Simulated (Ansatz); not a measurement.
SnSe under changes of volume

One of the cells (50.458 Å³/atom); the others are scaled copies at fixed shape and fractional positions:

```xyz
4
Lattice="4.2853 0.0000 0.0000 0.0000 4.2853 0.0000 0.0000 0.0000 10.9907" Properties=species:S:1:pos:R:3 pbc="T T T"
Sn    0.0000    2.1427    6.8996
Sn    2.1427    0.0000    4.0911
Se    0.0000    2.1427    4.2200
Se    2.1427    0.0000    6.7707
```

| Item | Value |
| --- | --- |
| Program | Ansatz 0.2.0 |
| Functional | PBE |
| Potentials or basis | all-electron LAPW, scalar-relativistic |
| Cutoff | 260 eV (chosen from the basis error) |
| Basis error allowed | 0.001 eV/atom |
| k mesh | 6 × 6 × 3 |
| Occupations | fermi-dirac, width 0.05 eV |
| Spin | no spin polarisation |

```tsv
volume (Å³/atom)	energy over the lowest point (meV/atom)	gap on the mesh (eV)	largest force (eV/Å)
47.431	?	?	?
48.440	17.30	1.46	0.491
49.449	7.77	1.51	0.365
50.458	2.14	1.53	0.248
51.468	0.00	1.55	0.141
52.477	1.01	1.56	0.121
53.486	4.86	1.58	0.237
```

Question: What does the run at 47.431 Å³/atom give?

Answer: Energy over the lowest point 31.14 meV/atom; gap on the mesh 1.41 eV; largest force 0.627 eV/Å.

Worked out: A Birch-Murnaghan fit of order 3 (a polynomial in V^(-2/3)) to the other rows has its minimum at 51.63 Å³/atom with B0 = V·E''(V) = 25 GPa and B' = 4.4 at fixed shape and positions, which overstates the stiffness. It gives 31.15 meV/atom at 47.431 Å³/atom, against the run's 31.14. A parabola through the other rows of the gap, of slope 2.27 eV per unit of ln V there, extrapolates to 1.42 eV, against the run's 1.41.

Energies are extrapolated to zero smearing.

Caveats: spin-orbit coupling is left out, which moves the levels of the heavy elements.

A mesh can miss the band edges.
